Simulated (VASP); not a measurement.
# CdSe (Cadmoselite) (P6_3mc) in VASP: a series of runs, part 2 of 2

VASP 6.6.1. Earlier steps stand in the parts before.

## Step 5: Elastic constants, PBE

This run uses another cell than the first one, of 29.89 Å³/atom, 1.057 times its volume.

Contents of POSCAR:

```
CdSe
1.0
    4.3899258627      0.0000000000      0.0000000000
   -2.1949629313      3.8017873179     -0.0000000000
    0.0000000000      0.0000000000      7.1645810685
  Cd              Se
     2     2
Direct
     0.3333333332999970    0.6666666667000030    0.0045799278815999
     0.6666666667000030    0.3333333332999970    0.5045799278815999
     0.3333333332999970    0.6666666667000030    0.3804200721183982
     0.6666666667000030    0.3333333332999970    0.8804200721183981
```

Contents of INCAR.step1:

```
SYSTEM = CdSe
PREC     = Accurate       ! precision mode
ENCUT    = 600            ! plane-wave cutoff, eV
EDIFF    = 1E-8           ! SCF threshold, eV
ISMEAR   = 0              ! smearing method
SIGMA    = 0.03           ! smearing width, eV
LREAL    = .False.        ! projectors in reciprocal space
LASPH    = .True.         ! aspherical terms in the spheres
NELM     = 80             ! most SCF steps
ALGO     = Fast           ! electronic algorithm
ISIF     = 3              ! what is computed and relaxed
LWAVE    = .False.        ! write WAVECAR
LCHARG   = .False.        ! write CHGCAR
GGA      = PE             ! functional
KPAR     = 2            
IBRION   = 2              ! ionic algorithm
NSW      = 40             ! ionic steps
EDIFFG   = -0.002         ! ionic threshold
```

Contents of INCAR.step2:

```
SYSTEM = CdSe
PREC     = Accurate       ! precision mode
ENCUT    = 600            ! plane-wave cutoff, eV
EDIFF    = 1E-8           ! SCF threshold, eV
ISMEAR   = 0              ! smearing method
SIGMA    = 0.03           ! smearing width, eV
LREAL    = .False.        ! projectors in reciprocal space
LASPH    = .True.         ! aspherical terms in the spheres
NELM     = 80             ! most SCF steps
ALGO     = Fast           ! electronic algorithm
ISIF     = 3              ! what is computed and relaxed
LWAVE    = .False.        ! write WAVECAR
LCHARG   = .False.        ! write CHGCAR
GGA      = PE             ! functional
KPAR     = 2            
IBRION   = 6              ! ionic algorithm
NFREE    = 2            
POTIM    = 0.015          ! step
NSW      = 1              ! ionic steps
LEPSILON = .True.         ! dielectric tensor by DFPT
```

Contents of KPOINTS:

```
regular mesh
0
Gamma
  12 12 6
  0 0 0
```

Potentials or basis: VASP PAW PBE potentials, release 64 (Cd, Se).

Launch:

```bash
> cat potpaw_PBE.64/Cd/POTCAR potpaw_PBE.64/Se/POTCAR > POTCAR
> cp INCAR.step1 INCAR
> mpirun -np 2 vasp_std > vasp.out
> cp CONTCAR POSCAR
> cp INCAR.step2 INCAR
> mpirun -np 2 vasp_std > vasp.out
```

OUTCAR:

```text
SYSTEM = CdSe
   PREC = Accurate
   ENCUT = 600
   EDIFF = 1E-8
   ISMEAR = 0
   LREAL = .False.
   LASPH = .True.
   NELM = 80
   ISIF = 3
   GGA = PE
   IBRION = 6
   NFREE = 2
   POTIM = 0.015
   NSW = 1
   LEPSILON = .True.

 ion  position               nearest neighbor table
   1  0.333  0.667  0.005-   4 2.69   4 2.69   4 2.69   3 2.69
   2  0.667  0.333  0.505-   3 2.69   3 2.69   3 2.69   4 2.69
   3  0.333  0.667  0.380-   2 2.69   2 2.69   2 2.69   1 2.69
   4  0.667  0.333  0.880-   1 2.69   1 2.69   1 2.69   2 2.69

  LATTYP: Found a hexagonal cell.
 ALAT       =     4.3899929324
 C/A-ratio  =     1.6321032754

  Lattice vectors:
[... 1117 lines left out ...]
             X         Y         Z           dx          dy          dz
     -0.000000  2.534564  0.032917    -0.000000    0.000000    0.253883
      2.194996  1.267282  3.615378     0.000000   -0.000000   -0.253883
     -0.000000  2.534564  2.725578    -0.000000    0.000000   -0.659957
      2.194996  1.267282  6.308039     0.000000   -0.000000    0.659957
[... 71 lines left out ...]
  12 f/i=    0.007472 THz     0.046945 2PiTHz    0.249223 cm-1     0.030900 meV
             X         Y         Z           dx          dy          dz
     -0.000000  2.534564  0.032917     0.503438   -0.198674   -0.000000
      2.194996  1.267282  3.615378     0.503438   -0.198674   -0.000000
     -0.000000  2.534564  2.725578     0.423291   -0.167045   -0.000000
      2.194996  1.267282  6.308039     0.423291   -0.167045   -0.000000

--------------------------------------------------------------------------------------------------------

 MACROSCOPIC STATIC DIELECTRIC TENSOR IONIC CONTRIBUTION
 ------------------------------------------------------
           3.645910     0.000000     0.000000
           0.000000     3.645910     0.000000
           0.000000     0.000000     4.296937
 ------------------------------------------------------

 ELASTIC MODULI CONTR FROM IONIC RELAXATION (kBar)
 Direction    XX          YY          ZZ          XY          YZ          ZX
 --------------------------------------------------------------------------------
 XX        -215.4573     96.1175    114.0038     -0.0000      0.0000     -0.0000
 YY          96.1175   -215.4573    114.0038     -0.0000     -0.0000     -0.0000
 ZZ         114.0038    114.0038   -217.8127      0.0000      0.0000      0.0000
 XY          -0.0000     -0.0000      0.0000   -155.7874      0.0000      0.0000
 YZ          -0.0000      0.0000      0.0000      0.0000    -59.7155     -0.0000
 ZX           0.0000     -0.0000      0.0000      0.0000     -0.0000    -59.7155
 --------------------------------------------------------------------------------

 TOTAL ELASTIC MODULI (kBar)
 Direction    XX          YY          ZZ          XY          YZ          ZX
 --------------------------------------------------------------------------------
 XX         655.0232    373.7278    306.9935      0.0000      0.0000     -0.0000
 YY         373.7278    655.0232    306.9935      0.0000     -0.0000     -0.0000
 ZZ         306.9935    306.9935    738.1860      0.0000      0.0000      0.0000
 XY           0.0000      0.0000      0.0000    140.6477      0.0000      0.0000
 YZ          -0.0000      0.0000      0.0000      0.0000    126.2228      0.0000
 ZX           0.0000     -0.0000      0.0000      0.0000      0.0000    126.2228
 --------------------------------------------------------------------------------

 PIEZOELECTRIC TENSOR IONIC CONTR  for field in x, y, z        (C/m^2)
          XX          YY          ZZ          XY          YZ          ZX
  --------------------------------------------------------------------------------
  x     0.00000    -0.00000     0.00000     0.00000    -0.00000    -0.43906
  y    -0.00000     0.00000     0.00000     0.00000    -0.43905    -0.00000
  z    -0.47646    -0.47646     0.91032    -0.00000    -0.00000    -0.00000
```

It took 1.7 h on 2 MPI ranks of Intel Xeon Platinum 8559C (Emerald Rapids), shared host; peak memory 2 GiB.

What came out:

```
Electronic dielectric tensor (diagonal)                 : 8.85, 8.85, 8.83
Born charges (mean of the diagonal)                     : Cd +2.30; Se -2.30 e
Voigt bulk modulus                                      : 45 GPa
Highest phonon frequency at Γ, LO-TO splitting left out : 173 cm⁻¹
```

Phonon frequencies in cm⁻¹ (negative: imaginary):
```tsv
q point	frequencies
(0.000, 0.000, 0.000)	0 0 0 36 36 117 153 158 158 160 160 173
```

Elastic tensor in Voigt notation (GPa, in the Cartesian axes of the cell as first typed):
```
66 37 31  0  0  0
37 66 31  0  0  0
31 31 74  0  0  0
 0  0  0 13  0  0
 0  0  0  0 13  0
 0  0  0  0  0 14
```

Electronic dielectric tensor:
```
8.85 0.00 0.00
0.00 8.85 0.00
0.00 0.00 8.83
```

Born effective charge tensors (e):
atom 1, Cd
```
2.26 0.00 0.00
0.00 2.26 0.00
0.00 0.00 2.38
```
atom 2, Cd
```
2.26 0.00 0.00
0.00 2.26 0.00
0.00 0.00 2.38
```
atom 3, Se
```
-2.26  0.00  0.00
 0.00 -2.26  0.00
 0.00  0.00 -2.38
```
atom 4, Se
```
-2.26  0.00  0.00
 0.00 -2.26  0.00
 0.00  0.00 -2.38
```

Clamped-ion elastic tensor (GPa):
```
87 28 19  0  0  0
28 87 19  0  0  0
19 19 96  0  0  0
 0  0  0 19  0  0
 0  0  0  0 19  0
 0  0  0  0  0 30
```

## Step 6: Overview

| task | level | cell | k mesh | cutoff (eV) | grid for exact exchange (PRECFOCK) | exchange at q = 0 | share of exact exchange | ions in elastic constants | monkhorst-Pack mesh | gap on the mesh (eV) | pressure (GPa) |
| --- | --- | --- | --- | --- | --- | --- | --- | --- | --- | --- | --- |
| band structure | PBE0 | P6_3mc, 28.29 Å³/atom | 6 × 6 × 3 | 520 | Fast | truncated | - | - | - | 2.20 | 1.4 |
| band structure | PBE-EpsX | P6_3mc, 28.29 Å³/atom | 6 × 6 × 3 | 520 | Fast | truncated | 0.1061 | - | - | 1.28 | 2.2 |
| elastic constants | r2SCAN | P6_3mc, 28.97 Å³/atom | 9 × 9 × 4 | 600 | - | - | - | relaxed | - | - | - |
| elastic constants | PBE | P6_3mc, 29.89 Å³/atom | 12 × 12 × 6 | 600 | - | - | - | relaxed | no | - | - |

Alike in all rows: potentials or basis VASP PAW PBE potentials, release 64 (Cd, Se); no spin polarisation; smearing gaussian 0.03 eV.

Caveats: the PAW data sets were made with another functional, which shifts forces and pressure a little (some runs).

Total energies depend on the potentials used, so only differences within one code and one set of settings carry meaning.

## Step 7: How close it comes

Step 2. Measured gap of CdSe: 1.841 eV (2 K; a printed reference work, data compilation). This calculation gives 2.20 eV (+0.36 eV). Spin-orbit coupling on Cd, Se is left out. The value is that of PBE0, without temperature or zero-point motion.

Step 3. Against the measured gap of CdSe, 1.841 eV (2 K; a printed reference work, data compilation), the calculated 1.28 eV is off by -0.56 eV. Spin-orbit coupling on Cd, Se is left out. The value is that of PBE-EpsX, without temperature or zero-point motion.
